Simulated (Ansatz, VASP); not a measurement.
One calculation of MgTe, two programs

File INCAR:

```
SYSTEM = MgTe
PREC = Accurate ; ENCUT = 520
EDIFF = 1E-6 ; ISMEAR = -1
SIGMA = 0.02 ; LREAL = .FALSE.
LASPH = .TRUE. ; NELM = 60
ALGO = Fast ; ISIF = 2
LWAVE = .FALSE. ; LCHARG = .FALSE.
GGA = PE ; NBANDS = 16
```

File KPOINTS:

```
regular mesh
0
G
  6 6 4
  0 0 0
```

Contents of POSCAR:

```
MgTe
1.0
    4.4403065806      0.0000000000      0.0000000000
   -2.2201532903      3.8454182994      0.0000000000
    0.0000000000      0.0000000000      7.6362973694
Mg Te
2 2
Direct
    0.3333333333      0.6666666667      0.0046940948
    0.6666666667      0.3333333333      0.5046940948
    0.3333333333      0.6666666667      0.3703059052
    0.6666666667      0.3333333333      0.8703059052
```

Input for Ansatz:

```yaml
crystal:
  lattice:
    - [4.4403065806, 0.0, 0.0]
    - [-2.2201532903, 3.8454182994, 0.0]
    - [0.0, 0.0, 7.6362973694]
  atoms:
    - { symbol: Mg, position: [0.3333333333, 0.6666666667, 0.0046940948] }
    - { symbol: Mg, position: [0.6666666667, 0.3333333333, 0.5046940948] }
    - { symbol: Te, position: [0.3333333333, 0.6666666667, 0.3703059052] }
    - { symbol: Te, position: [0.6666666667, 0.3333333333, 0.8703059052] }
kpoints:
  mp_grid: { grid: [6, 6, 4] }
  band_path:
    path:
      - [0.0, 0.0, 0.0]
      - [0.5, 0.0, 0.0]
      - [0.3333333333, 0.3333333333, 0.0]
      - [0.0, 0.0, 0.5]
      - [0.5, 0.0, 0.5]
      - [0.3333333333, 0.3333333333, 0.5]
    npoints: 1
hamiltonian:
  xc: pbe
scf:
  occupations: { method: fermi_dirac, width: 0.02 }
  n_extra_bands: 5
output:
  forces: true
  stress: true
  eigenvalues: true
```

Change from the starting cell: epitaxial_xy strain -3.0%.

Alike in both runs: task single point; functional PBE; k mesh 6 × 6 × 4; occupations fermi-dirac, width 0.02 eV; no spin polarisation.

|  | VASP | Ansatz |
| --- | --- | --- |
| version | VASP 6.6.1 | Ansatz 0.2.0 |
| potentials or method | VASP PAW PBE potentials, release 64 (Mg, Te) | plane waves, PAW |
| plane-wave cutoff (eV) | 520 | 420 |
| valence electrons in the cell | 16 | 52 |

Ansatz gave:

* gap on the k mesh at the Fermi level (eV): 2.42
* pressure (GPa): 2.1
* largest component of the traceless stress (GPa): 1.30
* rms of the force components (eV/Å): 0.004

Which values does VASP return?

gap on the k mesh at the Fermi level (eV): 2.41; pressure (GPa): 2.1; largest component of the traceless stress (GPa): 1.31; rms of the force components (eV/Å): 0.005.

Atom by atom the forces differ by 0.000 eV/Å (rms over components). With one functional, cell and mesh, what is left measures potentials, basis and numerics. The two sets of potentials don't hold the same shells in valence.

Caveats: spin-orbit coupling is left out, which moves the levels of the heavy elements.
